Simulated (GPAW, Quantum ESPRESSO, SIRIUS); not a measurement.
PtSe2: programs and potentials compared

```
CELL_PARAMETERS angstrom
3.72400 0.00000 0.00000
-1.86200 3.22508 0.00000
0.00000 0.00000 5.06200
ATOMIC_POSITIONS crystal
Pt 0.00000 0.00000 0.00000
Se 0.66667 0.33333 0.75000
Se 0.33333 0.66667 0.25000
```

Alike in all runs: task single point; functional PBE; k mesh 8 × 8 × 5; occupations fermi-dirac, width 0.05 eV; no spin polarisation; no spin-orbit coupling. Pressure is positive in compression and, in plane waves, holds the error of the finite cutoff.

| program and potentials | plane-wave cutoff (eV) | notes | pressure (GPa) | largest force (eV/Å) |
| --- | --- | --- | --- | --- |
| SIRIUS, all-electron FP-LAPW, apw+lo standard | - | - | - | 0.583 |
| GPAW, GPAW PAW data sets (gpaw-data 1.2.1) | 600 | - | 7.38 | 0.625 |
| Quantum ESPRESSO, SSSP 1.3 efficiency PBE | 748 | - | 7.09 | 0.586 |

Force on atom 2 (Se), eV/Å:

```csv
program and potentials,x,y,z
"SIRIUS, all-electron FP-LAPW, apw+lo standard",0.000,0.000,-0.583
"GPAW, GPAW PAW data sets (gpaw-data 1.2.1)",0.000,0.000,-0.625
"Quantum ESPRESSO, SSSP 1.3 efficiency PBE",0.000,0.000,-0.586
```

The pressure spans 7.09 (Quantum ESPRESSO, SSSP 1.3 efficiency PBE) to 7.38 GPa (GPAW, GPAW PAW data sets (gpaw-data 1.2.1)). The atoms of the given cell lie far from their minimum at this level.

The functional is the same throughout but for its coding, so the spread measures potentials, basis and numerics; runs on potential files found faulty are left out.
